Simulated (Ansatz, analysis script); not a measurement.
# CoO: moments against volume

How do the moments of CoO answer to compression and expansion?

Calculated with Ansatz 0.2.0; PBE with U = 3.5 eV on Co d, PAW set soft_2.

Most raw output is cut from this account.

## 1. Starting point

Symmetry: I4/mmm, No. 139, tetragonal system. Conventional cell: a = 3.016 Å, b = 3.016 Å, c = 4.214 Å, α = 90.00°, β = 90.00°, γ = 90.00°. Nearest to Co lie 6 O at 2.11 to 2.13 Å. Nearest to O lie 6 Co at 2.11 to 2.13 Å. Farther neighbours and most contacts between anions are not listed.

As a file:

```cif
data_structure
_symmetry_space_group_name_H-M 'P 1'
_symmetry_Int_Tables_number 1
_cell_length_a 2.9981
_cell_length_b 2.9981
_cell_length_c 2.9981
_cell_angle_alpha 119.605
_cell_angle_beta 119.605
_cell_angle_gamma 90.686
_cell_volume 19.17
loop_
_atom_site_label
_atom_site_type_symbol
_atom_site_fract_x
_atom_site_fract_y
_atom_site_fract_z
_atom_site_occupancy
Co1 Co 0.00000 0.00000 0.00000 1
O2 O 0.50000 0.50000 0.00000 1
```

## 2. Two spin channels first

First a free collinear run, to see which state the typed moments lead to.

Input file input.yaml:

```yaml
crystal:
  lattice:
    - [-1.508, 1.508, 2.1072475377]
    - [1.508, -1.508, 2.1072475377]
    - [1.508, 1.508, -2.1072475377]
  atoms:
    - { symbol: Co, position: [0.0, 0.0, 0.0], spin: 3.0 }
    - { symbol: O, position: [0.5, 0.5, 0.0] }
magnetization:
  spin_polarized: true
kpoints:
  mp_grid: { grid: [8, 8, 8] }
hamiltonian:
  xc: pbe
  hubbard: { sites: [{ species: Co, l: d, u_eff: 3.5 }] }
scf:
  occupations: { method: fermi_dirac, width: 0.05 }
  max_iter: 120
  convergence: { dr2_threshold: 1.0e-08 }
```

On the command line:

```bash
$ ansatz run input.yaml --threads 2 --pin off --max-ram 5120MiB --backend cpu --events-out ev --progress --plain --runs-dir out
```

Elapsed: 45 s, on 2 threads of Arm Neoverse V1, shared host; peak memory 0.76 GiB.

Spin moment in the atom's sphere by atom:

| atom | spin moment in the atom's sphere (μB) |
| --- | --- |
| Co1 | 2.59 |
| O2 | 0.23 |

Tables count atoms from 1; parts of the log count from 0.

The run ends ferromagnetic, with a net moment of 3 μB a cell. With one Co atom carrying the moment, parallel order of its images is forced by the cell, not found.

The cell's volume is scaled by the factor named; fractional positions stay, and energies count from the lowest run.

## 3. Factor 0.8, typed moments

Three starts at each size show whether high-spin, low-spin and non-magnetic states coexist. One mesh, built for the smallest cell, and one cutoff serve all sizes, so that energies can be subtracted.

input.yaml, the sections that differ from step 2:

```yaml
crystal:
  lattice:
    - [-1.39990319, 1.39990319, 1.95619533]
    - [1.39990319, -1.39990319, 1.95619533]
    - [1.39990319, 1.39990319, -1.95619533]
  atoms:
    - { symbol: Co, position: [0.0, 0.0, 0.0], spin: 3.0 }
    - { symbol: O, position: [0.5, 0.5, 0.0] }
kpoints:
  mp_grid: { grid: [7, 7, 7] }
basis:
  ecutwfc: 420.0
output:
  stress: true
# magnetization, hamiltonian, scf: as in step 2
```

On the command line:

```bash
$ ansatz run input.yaml --threads 1 --pin off --max-ram 2560MiB --backend cpu --events-out ev --progress --plain --runs-dir out
```

Wall time 40 s (1 thread); peak memory 0.56 GiB.

It ends ferromagnetic, with 2.50 μB on the largest site.

## 4. Factor 0.8, starting moments cut to 30 %

The density is converged from the given moments; the state reached depends on that start.

input.yaml, as its differences from that of step 3:

```diff
@@ -6,3 +6,3 @@
   atoms:
-    - { symbol: Co, position: [0.0, 0.0, 0.0], spin: 3.0 }
+    - { symbol: Co, position: [0.0, 0.0, 0.0], spin: 0.9 }
     - { symbol: O, position: [0.5, 0.5, 0.0] }
```

Wall time 51 s (1 thread); peak memory 0.56 GiB.

It ends ferromagnetic, with 2.50 μB on the largest site.

## 5. Factor 0.9, typed moments

A self-consistent run from these starting moments shows which magnetic state they lead to.

input.yaml, the sections that differ from step 4:

```yaml
crystal:
  lattice:
    - [-1.45595799, 1.45595799, 2.03452513]
    - [1.45595799, -1.45595799, 2.03452513]
    - [1.45595799, 1.45595799, -2.03452513]
  atoms:
    - { symbol: Co, position: [0.0, 0.0, 0.0], spin: 3.0 }
    - { symbol: O, position: [0.5, 0.5, 0.0] }
# magnetization, kpoints, hamiltonian, scf, basis, output: as in step 4
```

Wall time 32 s (1 thread); peak memory 0.44 GiB.

It ends ferromagnetic, with 2.55 μB on the largest site.

Between step 3 and this run (scale 0.9) the value for the largest spin moment in the atom's sphere moves from 2.50 μB to 2.55 μB (+2 %).

## 6. Factor 1, typed moments

input.yaml, as its differences from that of step 5:

```diff
@@ -2,5 +2,5 @@
   lattice:
-    - [-1.45595799, 1.45595799, 2.03452513]
-    - [1.45595799, -1.45595799, 2.03452513]
-    - [1.45595799, 1.45595799, -2.03452513]
+    - [-1.508, 1.508, 2.10724754]
+    - [1.508, -1.508, 2.10724754]
+    - [1.508, 1.508, -2.10724754]
   atoms:
```

The job ended after 60 s (1 thread; peak memory 0.6 GiB).

It ends ferromagnetic, with 2.59 μB on the largest site.

Between step 3 and this run (scale 1) the value for the largest spin moment in the atom's sphere moves from 2.50 μB to 2.59 μB (+4 %).

## 7. Factor 1.1, typed moments

input.yaml, as its differences from that of step 6:

```diff
@@ -2,5 +2,5 @@
   lattice:
-    - [-1.508, 1.508, 2.10724754]
-    - [1.508, -1.508, 2.10724754]
-    - [1.508, 1.508, -2.10724754]
+    - [-1.55667841, 1.55667841, 2.17526973]
+    - [1.55667841, -1.55667841, 2.17526973]
+    - [1.55667841, 1.55667841, -2.17526973]
   atoms:
```

Wall time 65 s (1 thread); peak memory 0.63 GiB.

It ends ferromagnetic, with 2.63 μB on the largest site.

Between step 3 and this run (scale 1.1) the value for the largest spin moment in the atom's sphere moves from 2.50 μB to 2.63 μB (+5 %).

## 8. Factor 1.16, no spin

input.yaml, the sections that differ from step 7:

```yaml
crystal:
  lattice:
    - [-1.5844821, 1.5844821, 2.21412202]
    - [1.5844821, -1.5844821, 2.21412202]
    - [1.5844821, 1.5844821, -2.21412202]
  atoms:
    - { symbol: Co, position: [0.0, 0.0, 0.0] }
    - { symbol: O, position: [0.5, 0.5, 0.0] }
# kpoints, hamiltonian, scf, basis, output: as in step 7
# magnetization: removed
```

It took 2.6 s on 1 thread; peak memory 0.27 GiB.

This is the reference without moments at this size.

18 more runs differ from these in the same keys alone and are tabled below.

## 9. Analysis

| factor | E typed (meV/atom) | E small | E no spin | largest moment, typed (μB) | small | state, typed | state, small |
| --- | --- | --- | --- | --- | --- | --- | --- |
| 0.8 | 522.8 | 522.8 | 831.5 | 2.50 | 2.50 | ferromagnetic | ferromagnetic |
| 0.85 | 304.3 | 304.3 | 756.1 | 2.53 | 2.53 | ferromagnetic | ferromagnetic |
| 0.9 | 158.1 | 158.1 | 732.4 | 2.55 | 2.55 | ferromagnetic | ferromagnetic |
| 0.95 | 66.6 | 66.6 | 746.3 | 2.57 | 2.57 | ferromagnetic | ferromagnetic |
| 1 | 17.2 | 17.2 | 787.6 | 2.59 | 2.59 | ferromagnetic | ferromagnetic |
| 1.05 | 0.0 | 0.0 | 848.8 | 2.61 | 2.61 | ferromagnetic | ferromagnetic |
| 1.1 | 7.8 | 7.8 | 924.6 | 2.63 | 2.63 | ferromagnetic | ferromagnetic |
| 1.16 | 42.2 | 42.2 | 1029.1 | 2.65 | 2.65 | ferromagnetic | ferromagnetic |

## 10. Outcome

```
lowest run                  : factor 1.05, typed moments
largest moment, typed start : 2.50 μB at 0.8 to 2.65 μB at 1.16
gain by magnetism           : 308.7 to 986.9 meV/atom
```

From a factor of 0.8 to 1.16 the largest moment goes from 2.5 to 2.65 μB. Site moments are taken in spheres that grow with the cell, while the cell's net moment stays at 3.00 μB. Both magnetic starts, which share one pattern of signs, end on one state at every size; other orders were not tried. Without spin the lowest energy lies at 0.9, under the magnetic state's 1.05: moments expand the cell. The cell's shape and the atoms were not relaxed. The 24 scaled-cell runs took 18 min of wall time, added up. Under a U each run can settle in its own orbital filling.

[Logs and program files are shortened in this print: banners, set-up blocks, solver, clock and traceback lines can be left out without a mark of their own.]

[Logs are printed without paths, hosts, clocks, repeated set-up lines and the standing remarks that a program may print on its own settings, such as how far it seeks lower states.]

[Hosts, paths, dates, database ids (printed as entryN), source tags and the programs' standing remarks are cut or masked in the printed files.]

[Where the input sets lower_state_search to off, the program did not look for lower states, so one may exist.]
